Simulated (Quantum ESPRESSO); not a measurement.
# B (P-1) in Quantum ESPRESSO: convergence with smearing width

Aim: find how far smearing width must go before the results for B settle, at PBE. This setting moves, with any that are tied to it; all else stays.

Everything below comes from runs of Quantum ESPRESSO 7.5. Logs are shortened: lines on timing, memory, paths and dates and some standing lists are left out, and cuts for length are marked.

**1. The cell of the first run**

The typed cell holds 2 atoms: a = 1.625 Å, b = 2.866 Å, c = 3.914 Å, α = 90.00°, β = 90.00°, γ = 90.00°.

The cell was built by a generator and needn't be a form met in nature.

The cell isn't the ideal one: atoms moved at random, drawn with an rms of 0.05 Å.

**2. With smearing width 0.5 eV**

Contents of pw.in:

```
&CONTROL
  calculation = 'scf'
  prefix = 'pwscf'
  outdir = './tmp'
  pseudo_dir = './pseudo'
  tprnfor = .true.
  tstress = .true.
  disk_io = 'nowf'
/
&SYSTEM
  ibrav = 0
  nat = 2
  ntyp = 1
  ecutwfc = 76
  nbnd = 8
  occupations = 'smearing'
  smearing = 'mv'
  degauss = 0.03674932
/
&ELECTRONS
  conv_thr = 4d-10
  electron_maxstep = 120
  mixing_beta = 0.5
/
ATOMIC_SPECIES
B     10.8100 B.upf
CELL_PARAMETERS angstrom
   1.6245600000    0.0000000000    0.0000000000
   0.0000000000    2.8661500000    0.0000000000
   0.0000000000    0.0000000000    3.9144000000
ATOMIC_POSITIONS crystal
B     -0.0000200000    0.5120920000    0.6158960000
B      0.5140320000    0.0054650000    0.3975270000
K_POINTS automatic
16 9 7 0 0 0
```

Potentials or basis: PseudoDojo 0.5 SR PBE standard.

On the command line:

```bash
OMP_NUM_THREADS=1 pw.x -in pw.in > pw.out
```

Wall time 37 s (1 thread of Arm Neoverse V2, shared host); peak memory 0.11 GiB.

Results:

| Property | Result |
| --- | --- |
| Free energy | -159.0826 eV |
| Pressure | -0.1 GPa |
| Largest force | 0.281 eV/Å |
| Band gap on the k mesh | none (metal or under the smearing width) |

**3. With smearing width 0.3 eV**

Changes to pw.in since step 2:

```diff
@@ -17,3 +17,3 @@
   smearing = 'mv'
-  degauss = 0.03674932
+  degauss = 0.02204959
 /
```

Potentials or basis: PseudoDojo 0.5 SR PBE standard.

On the command line:

```bash
OMP_NUM_THREADS=1 pw.x -in pw.in > pw.out
```

It took 41 s on 1 thread of Arm Neoverse V2, shared host; peak memory 0.11 GiB.

What came out:

| Item | Value |
| --- | --- |
| Free energy | -159.0810 eV |
| Pressure | 0.0 GPa |
| Largest force | 0.282 eV/Å |
| Band gap on the k mesh | none (metal or under the smearing width) |

**4. With smearing width 0.2 eV**

Changes to pw.in since step 3:

```diff
@@ -17,3 +17,3 @@
   smearing = 'mv'
-  degauss = 0.02204959
+  degauss = 0.01469973
 /
```

On the command line:

```bash
OMP_NUM_THREADS=1 pw.x -in pw.in > pw.out
```

Wall time 41 s (1 thread of Arm Neoverse V2, shared host); peak memory 0.11 GiB.

Results:

| Property | Result |
| --- | --- |
| Free energy | -159.0807 eV |
| Pressure | 0.0 GPa |
| Largest force | 0.280 eV/Å |
| Band gap on the k mesh | none (metal or under the smearing width) |

**5. With smearing width 0.136 eV**

Changes to pw.in since step 4:

```diff
@@ -17,3 +17,3 @@
   smearing = 'mv'
-  degauss = 0.01469973
+  degauss = 0.00999582
 /
```

On the command line:

```bash
OMP_NUM_THREADS=1 pw.x -in pw.in > pw.out
```

It took 45 s on 1 thread of Arm Neoverse V2, shared host; peak memory 0.11 GiB.

Results:

- Free energy: -159.0809 eV
- Pressure: 0.0 GPa
- Largest force: 0.278 eV/Å
- Band gap on the k mesh: none (metal or under the smearing width)

**6. With smearing width 0.1 eV**

Changes to pw.in since step 5:

```diff
@@ -17,3 +17,3 @@
   smearing = 'mv'
-  degauss = 0.00999582
+  degauss = 0.00734986
 /
```

Potentials or basis: PseudoDojo 0.5 SR PBE standard.

On the command line:

```bash
OMP_NUM_THREADS=1 pw.x -in pw.in > pw.out
```

Wall time 41 s (1 thread of Arm Neoverse V2, shared host); peak memory 0.11 GiB.

Results (log left out):

| Item | Value |
| --- | --- |
| Free energy | -159.0811 eV |
| Pressure | 0.0 GPa |
| Largest force | 0.277 eV/Å |
| Band gap on the k mesh | none (metal or under the smearing width) |

**7. With smearing width 0.05 eV**

Changes to pw.in since step 6:

```diff
@@ -17,3 +17,3 @@
   smearing = 'mv'
-  degauss = 0.00734986
+  degauss = 0.00367493
 /
```

On the command line:

```bash
OMP_NUM_THREADS=1 pw.x -in pw.in > pw.out
```

Run time: 41 s. Hardware: 1 thread of Arm Neoverse V2, shared host; peak memory 0.11 GiB.

The run converged. Its results:

| Quantity | Value |
| --- | --- |
| Free energy | -159.0812 eV |
| Pressure | 0.1 GPa |
| Largest force | 0.279 eV/Å |
| Band gap on the k mesh | none (metal or under the smearing width) |

**8. With smearing width 0.025 eV**

Changes to pw.in since step 7:

```diff
@@ -17,3 +17,3 @@
   smearing = 'mv'
-  degauss = 0.00367493
+  degauss = 0.00183747
 /
```

On the command line:

```bash
OMP_NUM_THREADS=1 pw.x -in pw.in > pw.out
```

It took 41 s on 1 thread of Arm Neoverse V2, shared host; peak memory 0.11 GiB.

Results (log left out):

```
Free energy            : -159.0812 eV
Pressure               : 0.1 GPa
Largest force          : 0.281 eV/Å
Band gap on the k mesh : none (metal or under the smearing width)
```

**9. With smearing width 0.01 eV**

Changes to pw.in since step 8:

```diff
@@ -17,3 +17,3 @@
   smearing = 'mv'
-  degauss = 0.00183747
+  degauss = 0.00073499
 /
```

Potentials or basis: PseudoDojo 0.5 SR PBE standard.

On the command line:

```bash
OMP_NUM_THREADS=1 pw.x -in pw.in > pw.out
```

pw.out:

```text
This program is part of the open-source Quantum ESPRESSO suite
     for quantum simulation of materials; please cite
         "P. Giannozzi et al., J. Phys.:Condens. Matter 21 395502 (2009);
         "P. Giannozzi et al., J. Phys.:Condens. Matter 29 465901 (2017);
         "P. Giannozzi et al., J. Chem. Phys. 152 154105 (2020);
     in publications or presentations arising from this work. More details at

     G-vector sticks info
     --------------------
     sticks:   dense  smooth     PW     G-vecs:    dense   smooth      PW
     Sum         407     407    125                11043    11043    2047

     Using Slab Decomposition

     bravais-lattice index     =            0
     lattice parameter (alat)  =       3.0700  a.u.
     unit-cell volume          =     122.9976 (a.u.)^3
     number of atoms/cell      =            2
     number of atomic types    =            1
     number of electrons       =         6.00
     number of Kohn-Sham states=            8
     kinetic-energy cutoff     =      76.0000  Ry
     charge density cutoff     =     304.0000  Ry
     scf convergence threshold =      4.0E-10
     mixing beta               =       0.5000
     number of iterations used =            8  plain     mixing
     Exchange-correlation= PBE
                           (   1   4   3   4   0   0   0)

     celldm(1)=   3.069973  celldm(2)=   0.000000  celldm(3)=   0.000000
     celldm(4)=   0.000000  celldm(5)=   0.000000  celldm(6)=   0.000000

     crystal axes: (cart. coord. in units of alat)
               a(1) = (   1.000000   0.000000   0.000000 )
               a(2) = (   0.000000   1.764262   0.000000 )
               a(3) = (   0.000000   0.000000   2.409514 )

     reciprocal axes: (cart. coord. in units 2 pi/alat)
               b(1) = (  1.000000  0.000000  0.000000 )
               b(2) = (  0.000000  0.566809  0.000000 )
               b(3) = (  0.000000  0.000000  0.415021 )

     PseudoPot. # 1 for B  read from file:
     B.upf
     Pseudo is Norm-conserving + core correction, Zval =  3.0
     Generated using ONCVPSP code by D. R. Hamann
     Using radial grid of 1534 points,  4 beta functions with:
                l(1) =   0
                l(2) =   0
                l(3) =   1
                l(4) =   1

     atomic species   valence    mass     pseudopotential
     B                 3.00    10.81000     B ( 1.00)

     No symmetry found

   Cartesian axes

     site n.     atom                  positions (alat units)
         1        B      tau(   1) = (  -0.0000200   0.9034646   1.4840100  )
         2        B      tau(   2) = (   0.5140320   0.0096417   0.9578469  )

     number of k points=   505  Marzari-Vanderbilt smearing, width (Ry)=  0.0007

     Number of k-points >= 100: set verbosity='high' to print them.

     Dense  grid:    11043 G-vectors     FFT dimensions: (  18,  32,  45)

     Initial potential from superposition of free atoms

     starting charge       5.9995, renormalised to       6.0000
     Starting wfcs are    8 randomized atomic wfcs

     Self-consistent Calculation

     iteration #  1     ecut=    76.00 Ry     beta= 0.50
     Davidson diagonalization with overlap
     ethr =  1.00E-02,  avg # of iterations =  3.9

     WARNING: integrated charge=     6.00000153, expected=     6.00000000

     total energy              =     -11.68354712 Ry
     estimated scf accuracy    <       0.11772771 Ry

     iteration #  2     ecut=    76.00 Ry     beta= 0.50
     Davidson diagonalization with overlap
     ethr =  1.96E-03,  avg # of iterations =  1.8

     total energy              =     -11.69139636 Ry
     estimated scf accuracy    <       0.00866354 Ry

     iteration #  3     ecut=    76.00 Ry     beta= 0.50
     Davidson diagonalization with overlap
     ethr =  1.44E-04,  avg # of iterations =  2.9

     total energy              =     -11.69219808 Ry
     estimated scf accuracy    <       0.00036535 Ry

     iteration #  4     ecut=    76.00 Ry     beta= 0.50
     Davidson diagonalization with overlap
     ethr =  6.09E-06,  avg # of iterations =  4.2

     total energy              =     -11.69224696 Ry
     estimated scf accuracy    <       0.00000873 Ry

     iteration #  5     ecut=    76.00 Ry     beta= 0.50
     Davidson diagonalization with overlap
     ethr =  1.45E-07,  avg # of iterations =  1.7

     total energy              =     -11.69224799 Ry
     estimated scf accuracy    <       0.00000010 Ry

     iteration #  6     ecut=    76.00 Ry     beta= 0.50
     Davidson diagonalization with overlap
     ethr =  1.69E-09,  avg # of iterations =  2.5

     total energy              =     -11.69224805 Ry
     estimated scf accuracy    <          2.9E-09 Ry

     iteration #  7     ecut=    76.00 Ry     beta= 0.50
     Davidson diagonalization with overlap
     ethr =  4.90E-11,  avg # of iterations =  2.6

     End of self-consistent calculation

     Number of k-points >= 100: set verbosity='high' to print the bands.

     the Fermi energy is     6.8916 ev

!    total energy              =     -11.69224805 Ry
     estimated scf accuracy    <          3.9E-10 Ry
     smearing contrib. (-TS)   =      -0.00000133 Ry
     internal energy E=F+TS    =     -11.69224672 Ry

     The total energy is F=E-TS. E is the sum of the following terms:
     one-electron contribution =       0.35368825 Ry
     hartree contribution      =       2.60932830 Ry
     xc contribution           =      -4.86553254 Ry
     ewald contribution        =      -9.78973073 Ry

     convergence has been achieved in   7 iterations

     Forces acting on atoms (cartesian axes, Ry/au):

     atom    1 type  1   force =     0.00881321   -0.00614938   -0.00173441
     atom    2 type  1   force =    -0.00881321    0.00614938    0.00173441

     Total force =     0.015395     Total SCF correction =     0.000022

     Computing stress (Cartesian axis) and pressure

          total   stress  (Ry/bohr**3)                   (kbar)     P=        0.73
  -0.00008928  -0.00000918   0.00011511          -13.13       -1.35       16.93
  -0.00000918   0.00016111  -0.00008043           -1.35       23.70      -11.83
   0.00011511  -0.00008043  -0.00005686           16.93      -11.83       -8.36

=------------------------------------------------------------------------------=
   JOB DONE.
=------------------------------------------------------------------------------=
```

Wall time 37 s (1 thread of Arm Neoverse V2, shared host); peak memory 0.11 GiB.

What came out:

| Quantity | Value |
| --- | --- |
| Free energy | -159.0811 eV |
| Pressure | 0.1 GPa |
| Largest force | 0.280 eV/Å |
| Band gap on the k mesh | none (metal or under the smearing width) |

**10. Result**

```csv
smearing width,"energy less the tightest run, at zero smearing (meV/atom)",pressure (GPa),largest force (eV/Å),SCF cycles,CPU time (s),peak memory (GiB)
0.5 eV,-0.73,-0.06,0.281,7,37,0.11
0.3 eV,0.05,-0.02,0.282,8,41,0.11
0.2 eV,0.20,0.00,0.280,8,41,0.11
0.136 eV,0.12,0.02,0.278,8,45,0.11
0.1 eV,0.04,0.04,0.277,8,41,0.11
0.05 eV,-0.02,0.07,0.279,8,41,0.11
0.025 eV,-0.01,0.08,0.281,8,41,0.11
0.01 eV,0.00,0.07,0.280,7,37,0.11
```

Against the tightest run, the energy stays within 1 meV/atom from 0.5 eV on; the pressure stays within 0.1 GPa from 0.3 eV on; the largest force stays within 0.005 eV/Å from 0.5 eV on. Narrower smearing needs a denser k mesh, so at a fixed mesh the narrowest width isn't the most accurate. The tightest run that finished is the yardstick and may itself not be fully converged.
